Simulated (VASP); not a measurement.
# W: intraband terms of a metal's spectrum

W, Fm-3m (no. 225), 1 atom in the cell. PBE, independent-particle dielectric function; PAW potentials W_sv (PBE set).

## Input

INCAR.step1:
```
SYSTEM = W
PREC = Accurate
ENCUT = 260
ISMEAR = 1
SIGMA = 0.1
EDIFF = 1E-7
LASPH = .True.
KPAR = 4
LWAVE = .False.
LCHARG = .True.
LMAXMIX = 4
```

INCAR.step2:
```
SYSTEM = W
PREC = Accurate
ENCUT = 260
ISMEAR = 0
SIGMA = 0.3
EDIFF = 1E-6
LASPH = .True.
KPAR = 4
LWAVE = .True.
LCHARG = .False.
LMAXMIX = 4
ICHARG = 11
NBANDS = 21
NEDOS = 3000
OMEGAMAX = 30
CSHIFT = 0.1
```

INCAR.step3, as INCAR.step2 but for:
```
- LWAVE = .True.
+ LWAVE = .False.
+ LOPTICS = .True.
+ ALGO = None
+ NELM = 1
+ ISTART = 1
```

INCAR.step4, as INCAR.step3 but for:
```
+ WPLASMAI = 0.03
```

INCAR.step5 to INCAR.step6 change the same tag again: WPLASMAI = 0.1, 0.3.

INCAR.step7, as INCAR.step6 but for:
```
- WPLASMAI = 0.3
+ RTIME = 5
```

INCAR.step8, as INCAR.step7 but for:
```
- RTIME = 5
+ RTIME = 40
```

INCAR.step9, as INCAR.step8 but for:
```
- RTIME = 40
+ LNABLA = .True.
```

INCAR.step10, as INCAR.step9 but for:
```
- ISMEAR = 0
- LNABLA = .True.
+ ISMEAR = -5
```

KPOINTS.step1:
```
k-points
0
Gamma
  11 11 11
```

KPOINTS.step2:
```
k-points
0
Gamma
  23 23 23
```

POSCAR:
```
W
1.0
    0.0000000000      2.0300000000      2.0300000000
    2.0300000000      0.0000000000      2.0300000000
    2.0300000000      2.0300000000      0.0000000000
W
1
Direct
    0.0000000000      0.0000000000      0.0000000000
```

Commands (each step's output is kept before the next begins):
```
cat potpaw_PBE.64/W_sv/POTCAR > POTCAR
cp INCAR.step1 INCAR
cp KPOINTS.step1 KPOINTS
mpirun -np 4 vasp_std > vasp.out
cp INCAR.step2 INCAR
cp KPOINTS.step2 KPOINTS
mpirun -np 4 vasp_std > vasp.out
cp INCAR.step3 INCAR
mpirun -np 4 vasp_std > vasp.out
cp INCAR.step4 INCAR
mpirun -np 4 vasp_std > vasp.out
cp INCAR.step5 INCAR
mpirun -np 4 vasp_std > vasp.out
cp INCAR.step6 INCAR
mpirun -np 4 vasp_std > vasp.out
cp INCAR.step7 INCAR
mpirun -np 4 vasp_std > vasp.out
cp INCAR.step8 INCAR
mpirun -np 4 vasp_std > vasp.out
cp INCAR.step9 INCAR
mpirun -np 4 vasp_std > vasp.out
cp INCAR.step10 INCAR
mpirun -np 4 vasp_std > vasp.out
```

## Result

- Bands: 21

One ground state, settings moved in the last step alone:

| Settings | Plasma frequency (eV) | Im ε at 0.5 eV | Im ε at 1 eV | Im ε at 2 eV | Im ε at 4 eV | Time (s) |
|---|---|---|---|---|---|---|
| interband part alone | 8.16 | 21.2 | 22.9 | 25.2 | 13.4 | 10 |
| Drude term, WPLASMAI 0.03 | 8.16 | 37.2 | 24.9 | 25.4 | 13.4 | 12 |
| Drude term, WPLASMAI 0.1 | 8.16 | 72.5 | 29.5 | 26.0 | 13.5 | 12 |
| Drude term, WPLASMAI 0.3 | 8.16 | 138.7 | 41.2 | 27.6 | 13.7 | 11 |
| relaxation time RTIME 5 fs | 8.16 | 86.8 | 31.5 | 26.3 | 13.5 | 13 |
| relaxation time RTIME 40 fs | 8.16 | 30.0 | 24.0 | 25.3 | 13.4 | 10 |
| transversal form (LNABLA) | 7.81 | 17.7 | 19.1 | 21.0 | 11.9 | 10 |
| tetrahedron method | – | – | – | – | – | no result |

Limits: Spin-orbit coupling is left out, which can matter with atoms this heavy.

VASP 6.6.1 took 97 s on 4 cores (AMD EPYC 7R43 (Zen 3)), a shared host.
